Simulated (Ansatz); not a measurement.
Here is an Ansatz 0.2.0 calculation.

File input.yaml:

```yaml
crystal:
  lattice:
    - [-1.5838089719, 1.5838089719, 1.5838089719]
    - [1.5838089719, -1.5838089719, 1.5838089719]
    - [1.5838089719, 1.5838089719, -1.5838089719]
  atoms:
    - { symbol: Mo, position: [0.0, 0.0, 0.0] }
hamiltonian:
  xc: pbe
  pseudopotentials: { kind: paw }
kpoints:
  mp_grid: { grid: [12, 12, 12] }
scf:
  occupations: { method: gaussian, width: 0.022 }
output:
  forces: true
  stress: true
  eigenvalues: true
  write_density: true
  write_potential: true
  elf: true
  volumetric_format: npy
```

Potentials or basis: Ansatz PAW.

Command:

```bash
$ ansatz run input.yaml --threads 2 --pin off --max-ram 5632MiB --backend cpu --events-out ev --progress --plain --runs-dir out
```

Problem. Predict the pressure.

Solution. -1.9 GPa.

Problem. Estimate the band gap on the k mesh.

Solution. None (metal or under the smearing width).
